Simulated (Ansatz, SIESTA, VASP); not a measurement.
PbO2: 3 runs at one level of theory

```
Pb O
1.0
     4.99496    0.00000    0.00000
     0.00000    4.99496    0.00000
     0.00000    0.00000    3.40900
Pb O
2 4
Direct
  0.50000 0.50000 0.50000
  0.00000 0.00000 0.00000
  0.69257 0.69257 0.00000
  0.80743 0.19257 0.50000
  0.19257 0.80743 0.50000
  0.30743 0.30743 0.00000
```

The cell is a database's computed one, not the measured one.

Alike in all runs: task band structure; functional PBEsol; k mesh 6 × 6 × 8; occupations fermi-dirac, width 0.05 eV; no spin polarisation; no spin-orbit coupling. Pressure is positive in compression and, in plane waves, holds the error of the finite cutoff.

```json
{"program and potentials": "SIESTA, files PseudoDojo sr-pbesol-0.4.1-standard, DZP (energy shift 0.003 Ry; two zetas on semicore shells)", "plane-wave cutoff (eV)": "-", "notes": "atomic basis", "pressure (GPa)": "6.28"}
{"program and potentials": "Ansatz, all-electron LAPW, scalar-relativistic", "plane-wave cutoff (eV)": "-", "notes": "-", "pressure (GPa)": "0.25"}
{"program and potentials": "VASP, PBE PAW files O, Pb_d, 520 eV", "plane-wave cutoff (eV)": "520", "notes": "potentials made for PBE", "pressure (GPa)": "0.47"}
```

The pressure spans 0.25 (Ansatz, all-electron LAPW, scalar-relativistic) to 6.28 GPa (SIESTA, files PseudoDojo sr-pbesol-0.4.1-standard, DZP (energy shift 0.003 Ry; two zetas on semicore shells)), with all-electron results at 0.25. Rows in atomic bases carry the error of their basis and grid, which can be large.

Differences between rows come from potentials, basis sets and numerical settings, since the functional is the same but for its coding. Runs on potential files found faulty are left out.
